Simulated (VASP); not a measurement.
# SiC in VASP: notebook, part 2 of 2

VASP 6.6.1. The steps go on from the part before.

## (4) Work function, r2SCAN

INCAR

```
  PREC = Accurate
  ENCUT = 520
  EDIFF = 1E-6
  ISMEAR = 0
  SIGMA = 0.03
  LREAL = F
  LASPH = T
  NELM = 100
  ALGO = Normal
  ISIF = 2
  LWAVE = F
  LCHARG = T
  LDIPOL = T
  IDIPOL = 3
  DIPOL = 0.5 0.5 0.500
  METAGGA = R2SCAN
  LMIXTAU = T
  LVHAR = T
  LVACPOTAV = T
  KPAR = 4
```

KPOINTS

```
Automatic mesh
0
Gamma
  12 12 1
```

POSCAR

```
SiC                                     
1.0
    3.0902841736      0.0000000000      0.0000000000
   -1.5451420868      2.6762646016      0.0000000000
    0.0000000000      0.0000000000     16.0000000000
  Si              C             
     1     1
Direct
     0.3333330000000032    0.6666669999999968    0.5000000000000000
     0.6666669999999968    0.3333330000000032    0.5000000000000000
```

Potentials or basis: VASP PAW PBE potentials, release 64 (Si, C).

Run with:

```sh
$ cat potpaw_PBE.64/Si/POTCAR potpaw_PBE.64/C/POTCAR > POTCAR
$ mpirun -np 4 vasp_std > vasp.out
```

OUTCAR:

```text
PREC = Accurate
   ENCUT = 520
   EDIFF = 1E-6
   ISMEAR = 0
   LREAL = F
   LASPH = T
   NELM = 100
   ISIF = 2
   METAGGA = R2SCAN

 ion  position               nearest neighbor table
   1  0.333  0.667  0.500-   2 1.78   2 1.78   2 1.78
   2  0.667  0.333  0.500-   1 1.78   1 1.78   1 1.78

  LATTYP: Found a hexagonal cell.
 ALAT       =     3.0902841736
 C/A-ratio  =     5.1775173742

  Lattice vectors:

 A1 = (   3.0902841736,   0.0000000000,   0.0000000000)
 A2 = (  -1.5451420868,   2.6762646016,   0.0000000000)
 A3 = (   0.0000000000,   0.0000000000,  16.0000000000)

Analysis of symmetry for initial positions (statically):
=====================================================================
 Subroutine PRICEL returns:
 Original cell was already a primitive cell.

 Routine SETGRP: Setting up the symmetry group for a
 hexagonal supercell.

 Subroutine GETGRP returns: Found 12 space group operations
 (whereof 12 operations were pure point group operations)
 out of a pool of 24 trial point group operations.

The static configuration has the point symmetry D_3h.

Analysis of symmetry for dynamics (positions and initial velocities):
=====================================================================
 Subroutine PRICEL returns:
 Original cell was already a primitive cell.

 Routine SETGRP: Setting up the symmetry group for a
 hexagonal supercell.

 Subroutine GETGRP returns: Found 12 space group operations
 (whereof 12 operations were pure point group operations)
 out of a pool of 24 trial point group operations.

The dynamic configuration has the point symmetry D_3h.

 Subroutine INISYM returns: Found 12 space group operations
 (whereof 12 operations are pure point group operations),
 and found     1 'primitive' translations

----------------------------------------------------------------------------------------
[... 112 lines left out ...]
   METAGGA = R2SCAN    functional components
   LHFCALC =     F    Hartree Fock is set to
   AEXX    =    0.0000 exact exchange contribution
   IVDW    =     0    specifies the selected vdW correction
   LEPSILON=     F    determine dielectric tensor
   LRPA    =     F    only Hartree local field effects (RPA)
 non-spin polarized calculation
 Gauss-broadening in eV      SIGMA  =   0.03
  energy-cutoff  :      520.00
  volume of cell :      132.33
 maximum number of plane-waves:      3584
 NGX is ok and might be reduce to    24
   NGX = 11   NGY = 11   NGZ = 59

 number of electron       8.0000001 magnetization

 dipolmoment           0.000000      0.000000     -0.000000 electrons x Angstroem

 Free energy of the ion-electron system (eV)
  ---------------------------------------------------
  ext. energy  EPLUGINS =         0.00000000
  ---------------------------------------------------
  free energy    TOTEN  =       -18.20393120 eV

  energy without entropy =      -18.20393120  energy(sigma->0) =      -18.20393120

 E-fermi :  -2.9231     XC(G=0):  -2.6898

 val. band max:       -3.1178641586   @ k =   0.3333   0.3333   0.0000
 cond. band min:      -0.2826188627   @ k =   0.5000  -0.0000   0.0000
 fundamental gap:      2.8352452959
 Fermi energy:        -2.9231110468

 k-point     1 :       0.0000    0.0000    0.0000
  band No.  band energies     occupation
      1     -17.5800      2.00000
      2      -7.0836      2.00000
      3      -4.5068      2.00000
      4      -4.5068      2.00000
      5       0.3415      0.00000
      6       2.1472      0.00000
      7       2.2857      0.00000
      8       3.6860      0.00000
[... 188 lines left out ...]
 k-point    19 :       0.3333    0.3333    0.0000
  band No.  band energies     occupation
      1     -13.9850      2.00000
      2     -10.6016      2.00000
      3      -8.9892      2.00000
      4      -3.1179      2.00000
      5      -0.2564      0.00000
      6       4.2912      0.00000
      7       4.7481      0.00000
      8       6.3954      0.00000

------------------------ aborting loop because EDIFF is reached ----------------------------------------

  FORCE on cell =-STRESS in cart. coord.  units (eV):
  Direction    XX          YY          ZZ          XY          YZ          ZX
  --------------------------------------------------------------------------------------
  -------------------------------------------------------------------------------------
  Total       -0.5395016     -0.5395016     -0.0092711      0.0000000      0.0000000      0.0000000
  in kB       -6.5321452     -6.5321452     -0.1122527      0.0000000      0.0000000      0.0000000
  external PRESSURE =      -4.3921810 kB  Pullay stress =       0.0000000 kB

 VOLUME and BASIS-vectors are now :
 -----------------------------------------------------------------------------
  energy-cutoff  :      520.00
  volume of cell :      132.33
      direct lattice vectors                 reciprocal lattice vectors
     3.090284174  0.000000000  0.000000000     0.323594836  0.186827565  0.000000000
    -1.545142087  2.676264602  0.000000000     0.000000000  0.373655131  0.000000000
     0.000000000  0.000000000 16.000000000     0.000000000  0.000000000  0.062500000

 POSITION                                       TOTAL-FORCE (eV/Angst)
 -----------------------------------------------------------------------------------
     -0.00000      1.78418      8.00000         0.000000      0.000000      0.000000
      1.54514      0.89209      8.00000        -0.000000      0.000000      0.000000
 -----------------------------------------------------------------------------------
    total drift:                               -0.000575      0.000332      0.000000

  FREE ENERGIE OF THE ION-ELECTRON SYSTEM (eV)
  ---------------------------------------------------
  free  energy   TOTEN  =       -18.2039311986 eV

  energy  without entropy=      -18.2039311986  energy(sigma->0) =      -18.20393120

 vacuum level on the upper side and lower side of the slab         2.068         2.068
```

OSZICAR:

```text
N       E                     dE             d eps       ncg     rms          rms(c)
DAV:   1     0.394875814133E+02    0.39488E+02   -0.30556E+03   304   0.707E+02
DAV:   2    -0.168908756277E+02   -0.56378E+02   -0.52422E+02   416   0.114E+02
DAV:   3    -0.222068563606E+02   -0.53160E+01   -0.53160E+01   448   0.492E+01
[... 29 lines left out ...]
DAV:  33    -0.182037145877E+02    0.63882E-04   -0.57578E-06   320   0.393E-02    0.764E-03
DAV:  34    -0.182037158321E+02   -0.12444E-05   -0.10258E-06   368   0.134E-02    0.720E-03
DAV:  35    -0.182039115103E+02   -0.19568E-03   -0.42161E-05   312   0.770E-02    0.435E-03
DAV:  36    -0.182039306212E+02   -0.19111E-04   -0.13145E-05   456   0.533E-02    0.321E-03
DAV:  37    -0.182039311986E+02   -0.57742E-06   -0.43805E-07   472   0.912E-03
   1 F= -.18203931E+02 E0= -.18203931E+02  d E =-.117140E-21
```

It took 52 s on 4 MPI ranks of Intel Xeon Platinum 8488C (Sapphire Rapids), shared host; peak memory 0.26 GiB.

What came out:

| Property | Result |
| --- | --- |
| Free energy | -18.2039 eV |
| Band gap on the k mesh | 2.84 eV, indirect (least direct gap 2.86 eV) |
| Ionisation potential of the upper face | 5.19 eV |

Caveat: the PAW data sets were made with another functional, which shifts forces and pressure a little. r2SCAN opens gaps a little over a GGA but as a rule still falls short of measured ones.

## (5) Work function, PBE0

POSCAR is that of step 4.

INCAR.step1

```
  PREC = Accurate
  ENCUT = 520
  EDIFF = 1E-5
  ISMEAR = 0
  SIGMA = 0.03
  LREAL = F
  LASPH = T
  NELM = 100
  ALGO = Normal
  ISIF = 2
  LWAVE = T
  LDIPOL = T
  IDIPOL = 3
  DIPOL = 0.5 0.5 0.500
  GGA = PE
  KPAR = 4
```

INCAR.step2

```
  PREC = Accurate
  ENCUT = 520
  EDIFF = 1E-6
  ISMEAR = 0
  SIGMA = 0.03
  LREAL = F
  LASPH = T
  NELM = 100
  ALGO = Normal
  ISIF = 2
  LWAVE = F
  LCHARG = T
  LDIPOL = T
  IDIPOL = 3
  DIPOL = 0.5 0.5 0.500
  GGA = PE
  LHFCALC = T
  AEXX = 0.25
  PRECFOCK = Fast
  LVHAR = T
  LVACPOTAV = T
  ISTART = 1
  KPAR = 4
```

KPOINTS

```
Automatic mesh
0
Gamma
  6 6 1
```

Potentials or basis: VASP PAW PBE potentials, release 64 (Si, C).

Run with:

```sh
$ cat potpaw_PBE.64/Si/POTCAR potpaw_PBE.64/C/POTCAR > POTCAR
$ cp INCAR.step1 INCAR
$ mpirun -np 4 vasp_std > vasp.out
$ cp INCAR.step2 INCAR
$ mpirun -np 4 vasp_std > vasp.out
```

OUTCAR:

```text
PREC = Accurate
   ENCUT = 520
   EDIFF = 1E-6
   ISMEAR = 0
   LREAL = F
   LASPH = T
   NELM = 100
   ISIF = 2
   GGA = PE
   LHFCALC = T
   AEXX = 0.25
   PRECFOCK = Fast
   ISTART = 1

 ion  position               nearest neighbor table
   1  0.333  0.667  0.500-   2 1.78   2 1.78   2 1.78
   2  0.667  0.333  0.500-   1 1.78   1 1.78   1 1.78

  LATTYP: Found a hexagonal cell.
 ALAT       =     3.0902841736
 C/A-ratio  =     5.1775173742

  Lattice vectors:

 A1 = (   3.0902841736,   0.0000000000,   0.0000000000)
 A2 = (  -1.5451420868,   2.6762646016,   0.0000000000)
 A3 = (   0.0000000000,   0.0000000000,  16.0000000000)

Analysis of symmetry for initial positions (statically):
=====================================================================
 Subroutine PRICEL returns:
 Original cell was already a primitive cell.

 Routine SETGRP: Setting up the symmetry group for a
 hexagonal supercell.

 Subroutine GETGRP returns: Found 12 space group operations
 (whereof 12 operations were pure point group operations)
 out of a pool of 24 trial point group operations.

The static configuration has the point symmetry D_3h.

Analysis of symmetry for dynamics (positions and initial velocities):
=====================================================================
 Subroutine PRICEL returns:
 Original cell was already a primitive cell.

 Routine SETGRP: Setting up the symmetry group for a
 hexagonal supercell.

 Subroutine GETGRP returns: Found 12 space group operations
 (whereof 12 operations were pure point group operations)
 out of a pool of 24 trial point group operations.

The dynamic configuration has the point symmetry D_3h.

 Subroutine INISYM returns: Found 12 space group operations
 (whereof 12 operations are pure point group operations),
 and found     1 'primitive' translations

----------------------------------------------------------------------------------------

                                     Primitive cell

  volume of cell :     132.3267

  direct lattice vectors                    reciprocal lattice vectors
     3.090284174  0.000000000  0.000000000     0.323594836  0.186827565  0.000000000
    -1.545142087  2.676264602  0.000000000     0.000000000  0.373655131  0.000000000
     0.000000000  0.000000000 16.000000000     0.000000000  0.000000000  0.062500000

  length of vectors
     3.090284174  3.090284176 16.000000000     0.373655131  0.373655131  0.062500000

  position of ions in fractional coordinates (direct lattice)
     0.333333000  0.666667000  0.500000000
     0.666667000  0.333333000  0.500000000

  ion indices of the primitive-cell ions
   primitive index   ion index
                 1           1
                 2           2

----------------------------------------------------------------------------------------

 KPOINTS: Automatic mesh

Automatic generation of k-mesh.
 Grid dimensions read from file:
 generate k-points for:    6    6    1

 Generating k-lattice:

  Cartesian coordinates                     Fractional coordinates (reciprocal lattice)
     0.053932473  0.031137928  0.000000000     0.166666667  0.000000000  0.000000000
     0.000000000  0.062275855  0.000000000     0.000000000  0.166666667  0.000000000
[... 29 lines left out ...]
   NGXF,Y,Z  is equivalent  to a cutoff of  25.82, 25.82, 24.94 a.u.
 SYSTEM =  unknown system
   PREC   = accura    normal or accurate (medium, high low for compatibility)
   ISTART =      1    job   : 0-new  1-cont  2-samecut
   ICHARG =      0    charge: 1-file 2-atom 10-const
   ISPIN  =      1    spin polarized calculation?
   LNONCOLLINEAR =      F non collinear calculations
   LSORBIT =      F    spin-orbit coupling
   LASPH  =      T    aspherical Exc in radial PAW
   ENCUT  =  520.0 eV  38.22 Ry    6.18 a.u.   5.75  5.75 29.75*2*pi/ulx,y,z
   NELM   =    100;   NELMIN=  2; NELMDL=  0     # of ELM steps
   EDIFF  = 0.1E-05   stopping-criterion for ELM
   LREAL  =      F    real-space projection
   EDIFFG = 0.1E-04   stopping-criterion for IOM
   NSW    =      0    number of steps for IOM
   IBRION =     -1    ionic relax: 0-MD 1-quasi-New 2-CG
   NFREE  =      0    steps in history (QN), initial steepest desc. (CG)
   ISIF   =      2    stress and relaxation
   ISYM   =      3    0-nonsym 1-usesym 2-fastsym
   POTIM  = 0.5000    time-step for ionic-motion
   TEBEG  =    0.0;   TEEND  =   0.0 temperature during run
   PSTRESS=    0.0 pullay stress
   NELECT =       8.0000    total number of electrons
   NUPDOWN=      -1.0000    fix difference up-down
   EMIN   =  10.00;   EMAX   =-10.00  energy-range for DOS
   EFERMI =   0.00;   METHOD = LEGACY
   ISMEAR =     0;   SIGMA  =   0.03  broadening in eV -4-tet -1-fermi 0-gaus
   EFERMI_NEDOS =   21; number of points for ismear=-14 and -15
   IALGO  =     38    algorithm
   IMIX   =      1    mixing-type and parameters
     AMIX     =   0.40;   BMIX     =  1.00
     AMIX_MAG =   1.60;   BMIX_MAG =  1.00
  volume/ion in A,a.u.               =      66.16       446.49
  Fermi-wavevector in a.u.,A,eV,Ry     =   0.642523  1.214193  5.616981  0.412836
  Thomas-Fermi vector in A             =   1.709222
   LORBIT       =      0    0 simple, 1 ext, 2 COOP (PROOUT), +10 PAW based schemes
   GGA     = PE    functional components
   LHFCALC =     T    Hartree Fock is set to
   PRECFOCK=fast      Normal, Fast or Accurate (Low or Medium for compatibility)
   ENCUT4O =  -1.0   cutoff for four orbital integrals eV
   NKREDX  =     1    reduce k-point grid by
   NKREDY  =     1    reduce k-point grid by
   NKREDZ  =     1    reduce k-point grid by
   AEXX    =    0.2500 exact exchange contribution
   HFSCREEN=    0.0000 screening length (either q_TF or 0.3 A-1)
   HFSCREENC=   0.0000 screening length for correlation (either q_TF or 0.3 A-1)
   ENCUTFOCK=  -1.0 apply spherical cutoff to Coloumb kernel
   IVDW    =     0    specifies the selected vdW correction
   LEPSILON=     F    determine dielectric tensor
   LRPA    =     F    only Hartree local field effects (RPA)
 non-spin polarized calculation
 Gauss-broadening in eV      SIGMA  =   0.03
  energy-cutoff  :      520.00
  volume of cell :      132.33
 maximum number of plane-waves:      3584
 NGX is ok and might be reduce to    24
  NGX = 14; NGY = 14; NGZ = 72

 number of electron       8.0000001 magnetization

 dipolmoment           0.000000      0.000000     -0.000000 electrons x Angstroem

 Free energy of the ion-electron system (eV)
  ---------------------------------------------------
  ext. energy  EPLUGINS =         0.00000000
  ---------------------------------------------------
  free energy    TOTEN  =       -17.34295220 eV

  energy without entropy =      -17.34295220  energy(sigma->0) =      -17.34295220

 E-fermi :  -3.6276     XC(G=0):  -2.1847

 val. band max:       -3.8046693405   @ k =   0.3333   0.3333   0.0000
 cond. band min:       0.2680803734   @ k =   0.5000  -0.0000   0.0000
 fundamental gap:      4.0727497139
 Fermi energy:        -3.6276339617

 k-point     1 :       0.0000    0.0000    0.0000
  band No.  band energies     occupation
      1     -19.1398      2.00000
      2      -8.0899      2.00000
      3      -5.4164      2.00000
      4      -5.4164      2.00000
      5       0.7275      0.00000
      6       2.1124      0.00000
      7       2.1828      0.00000
      8       3.8632      0.00000
[... 56 lines left out ...]
 k-point     7 :       0.3333    0.3333    0.0000
  band No.  band energies     occupation
      1     -15.2946      2.00000
      2     -11.9064      2.00000
      3     -10.1670      2.00000
      4      -3.8047      2.00000
      5       0.3301      0.00000
      6       4.7243      0.00000
      7       5.4526      0.00000
      8       6.8964      0.00000

------------------------ aborting loop because EDIFF is reached ----------------------------------------

  FORCE on cell =-STRESS in cart. coord.  units (eV):
  Direction    XX          YY          ZZ          XY          YZ          ZX
  --------------------------------------------------------------------------------------
  -------------------------------------------------------------------------------------
  Total       -0.7967549     -0.7967549     -0.0112233      0.0000000      0.0000000      0.0000000
  in kB       -9.6469020     -9.6469020     -0.1358887      0.0000000      0.0000000      0.0000000
  external PRESSURE =      -6.4765642 kB  Pullay stress =       0.0000000 kB

 VOLUME and BASIS-vectors are now :
 -----------------------------------------------------------------------------
  energy-cutoff  :      520.00
  volume of cell :      132.33
      direct lattice vectors                 reciprocal lattice vectors
     3.090284174  0.000000000  0.000000000     0.323594836  0.186827565  0.000000000
    -1.545142087  2.676264602  0.000000000     0.000000000  0.373655131  0.000000000
     0.000000000  0.000000000 16.000000000     0.000000000  0.000000000  0.062500000

 POSITION                                       TOTAL-FORCE (eV/Angst)
 -----------------------------------------------------------------------------------
     -0.00000      1.78418      8.00000        -0.000000     -0.000000      0.000000
      1.54514      0.89209      8.00000         0.000000      0.000000      0.000000
 -----------------------------------------------------------------------------------
    total drift:                               -0.000545      0.000296     -0.000000

  FREE ENERGIE OF THE ION-ELECTRON SYSTEM (eV)
  ---------------------------------------------------
  free  energy   TOTEN  =       -17.3429522019 eV

  energy  without entropy=      -17.3429522019  energy(sigma->0) =      -17.34295220

 vacuum level on the upper side and lower side of the slab         2.064         2.064
```

Wall time 27 s (4 MPI ranks of Intel Xeon Platinum 8488C (Sapphire Rapids), shared host); peak memory 0.24 GiB.

Results:

| Item | Value |
| --- | --- |
| Free energy | -17.3430 eV |
| Band gap on the k mesh | 4.07 eV, indirect (least direct gap 4.13 eV) |
| Ionisation potential of the upper face | 5.87 eV |

Caveat: the PAW data sets were made with another functional, which shifts forces and pressure a little.

## (6) Overview

| level | k mesh | grid for exact exchange (PRECFOCK) | screening parameter | exchange at q = 0 | gap on the mesh (eV) |
| --- | --- | --- | --- | --- | --- |
| PBE | 12 × 12 × 1 | - | - | - | 2.55 |
| HSE06 | 6 × 6 × 1 | Fast | 0.2 1/A | - | 3.36 |
| r2SCAN | 12 × 12 × 1 | - | - | - | 2.84 |
| PBE0 | 6 × 6 × 1 | Fast | - | default | 4.07 |

Alike in all rows: task work function; potentials or basis VASP PAW PBE potentials, release 64 (Si, C); no spin polarisation; cell as given; cutoff (eV) 520; smearing gaussian 0.03 eV.

On the cell as given the gap runs from 2.55 eV (PBE) to 4.07 eV (PBE0); the meshes differ, which moves gaps too.

Caveats: the PAW data sets were made with another functional, which shifts forces and pressure a little (some runs).

Total energies depend on the potentials used, so only differences within one code and one set of settings carry meaning.
